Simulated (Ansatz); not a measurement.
The system is ZnS.

```
Zn S
1.0
     0.00000    2.70200    2.70200
     2.70200    0.00000    2.70200
     2.70200    2.70200    0.00000
Zn S
1 1
Direct
  0.75000 0.75000 0.75000
  0.00000 0.00000 0.00000
```

Base run:

| Item | Value |
| --- | --- |
| Program | Ansatz 0.2.0 |
| Functional | HSE06 form with a typed share of exact exchange |
| Potentials or basis | Ansatz PAW |
| Cutoff | 420 eV (not typed: the program's choice for these potentials) |
| k mesh | 5 × 5 × 5 |
| Occupations | fermi-dirac, width 0.05 eV |
| Spin | no spin polarisation |

Its results: band gap on the k mesh 3.50 eV, direct; pressure 0.9 GPa.

Task: The run is repeated on the same cell with these changes: screening (1/å) from 0.15 to 0.6. What comes out?

Result: Band gap on the k mesh 2.69 eV, direct; pressure 1.7 GPa.

Caveats: odd divisions of the mesh miss points on the zone boundary, where band edges often lie, so the gap on the mesh can be too wide; the PAW data sets come from PBE, with cores solved anew for the run's functional, which leaves a small shift of forces and pressure; the thresholds are loose for stress.

